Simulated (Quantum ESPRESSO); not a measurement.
The system is Nb.

```
Nb
1.0
    -1.66395    1.66395    1.66395
     1.66395   -1.66395    1.66395
     1.66395    1.66395   -1.66395
Nb
1
Direct
  0.00000 0.00000 0.00000
```

Base run:

* Program: Quantum ESPRESSO 7.5
* Functional: PBE
* Potentials or basis: PseudoDojo 0.4.1 SR PBE standard
* Cutoff: 1116 eV
* Density cutoff: 4463 eV
* k mesh: 11 × 11 × 11
* Occupations: fermi-dirac, width 0.05 eV
* Spin: no spin polarisation

Its results: band gap on the k mesh none (metal or under the smearing width); pressure -1.8 GPa.

The run is repeated on the same cell with these changes: k mesh from 11 × 11 × 11 to 4 × 4 × 4; spin from no spin polarisation to collinear spin, random start. What comes out?

Band gap on the k mesh none (metal or under the smearing width); pressure 0.9 GPa; net moment 0.00 μB per cell.

Several settings changed at once, so the effect can't be laid on one alone.

Caveats: some runs use coarse meshes.

Not every run made on this cell is shown here.
